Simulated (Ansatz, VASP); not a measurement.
**Two plane-wave programs on As**

```
CELL_PARAMETERS angstrom
1.82594 -5.69340 0.00000
1.82594 5.69340 0.00000
0.00000 0.00000 4.73987
ATOMIC_POSITIONS crystal
As 0.10456 0.89544 0.07354
As 0.89544 0.10456 0.92646
As 0.39544 0.60456 0.57354
As 0.60456 0.39544 0.42646
```

This isn't the form of As at room conditions, which is rhombohedral.

Alike in both runs: task single point; functional r2SCAN; k mesh 6 × 6 × 4; occupations gaussian, width 0.1 eV; no spin polarisation.

|  | VASP | Ansatz |
| --- | --- | --- |
| version | VASP 6.6.1 | Ansatz 0.2.0 |
| potentials or method | VASP PAW PBE potentials, release 64 (As) | scalar-relativistic, plane waves, PAW |
| plane-wave cutoff (eV) | 520 | 500 |
| valence electrons in the cell | 20 | 60 |

```csv
,VASP,Ansatz,Ansatz less VASP
gap on the k mesh at the Fermi level (eV),0.18,0.19,+0.005
least direct gap on the mesh (eV),0.18,0.19,+0.005
pressure (GPa),0.0,-0.1,-0.12
largest component of the traceless stress (GPa),0.29,0.33,+0.038
rms of the force components (eV/Å),0.014,0.020,+0.0058
```

Atom by atom the forces differ by 0.021 eV/Å (rms over components). The two sets of potentials don't hold the same shells in valence.

Caveats: the PAW data sets were made with another functional, which shifts forces and pressure a little (VASP).
